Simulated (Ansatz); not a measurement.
The system is WS2, a slab with vacuum.

```
W S
1.0
     3.18295    0.00000    0.00000
    -1.59148    2.75652    0.00000
     0.00000    0.00000   28.53222
W S
3 6
Direct
  0.66667 0.33333 0.43436
  0.66667 0.33333 0.88553
  0.00000 0.00000 0.65929
  0.66667 0.33333 0.60463
  0.00000 0.00000 0.37971
  0.00000 0.00000 0.83085
  0.66667 0.33333 0.71395
  0.00000 0.00000 0.48903
  0.00000 0.00000 0.94019
```

Base run:

| Property | Result |
| --- | --- |
| Program | Ansatz 0.2.0 |
| Functional | r2SCAN |
| Potentials or basis | Ansatz PAW |
| Cutoff | 500 eV |
| Density cutoff | 2000 eV |
| k mesh | 10 × 10 × 1 |
| Occupations | fermi-dirac, width 0.05 eV |
| Spin | no spin polarisation |

Its results: band gap on the k mesh 1.59 eV, indirect (least direct gap 2.24 eV); largest force 0.036 eV/Å.

**Question.** The run is repeated on the same cell with these changes: functional from r2SCAN to PBEsol; cutoff from 500 eV to 420 eV; density cutoff from 2000 eV to 1680 eV. What comes out?

**Answer.** Band gap on the k mesh 1.43 eV, indirect (least direct gap 2.10 eV); largest force 0.122 eV/Å.

r2SCAN gives the wider gap, since meta-GGAs in the generalised Kohn-Sham scheme recover part of the derivative discontinuity.

Caveats: the k mesh misses the band edges, so the gap on the mesh is wider than the one along the path; spin-orbit coupling is left out, which moves the levels of the heavy elements; the PAW data sets come from PBE, with cores solved anew for the run's functional, which leaves a small shift of forces and pressure.

Not every run made on this cell is shown here.
